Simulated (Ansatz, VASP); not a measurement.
Two plane-wave programs on Ni3Ge

```
Ni Ge
1.0
     3.52491    0.00000    0.00000
     0.00000    3.52491    0.00000
     0.00000    0.00000    3.52491
Ni Ge
3 1
Direct
  0.50000 0.00000 0.50000
  0.00000 0.50000 0.50000
  0.50000 0.50000 0.00000
  0.00000 0.00000 0.00000
```

Alike in both runs: functional PBEsol; k mesh 12 × 12 × 12; occupations gaussian, width 0.1 eV; no spin polarisation.

Ansatz relaxed the structure, and its values are those at the end. VASP's run is a single point on that final structure, the one shown.

```csv
,VASP,Ansatz
version,VASP 6.6.1,Ansatz 0.2.0
potentials or method,"VASP PAW PBE potentials, release 64 (Ni, Ge_d)","scalar-relativistic, plane waves, PAW"
plane-wave cutoff (eV),520,420
valence electrons in the cell,44,68
```

|  | VASP | Ansatz | Ansatz less VASP |
| --- | --- | --- | --- |
| gap on the k mesh at the Fermi level (eV) | none | none | - |
| pressure (GPa) | 0.4 | 0.0 | -0.36 |

A gap of «none» marks a metal or a gap that the smearing closes. The functional is the same, so the differences come from potentials, cutoffs and numerics. The two sets of potentials don't hold the same shells in valence.

Caveats: the PAW data sets were made with another functional, which shifts forces and pressure a little (VASP). Spin polarisation is off, so any magnetic state and its effect on volume and gap are missing.
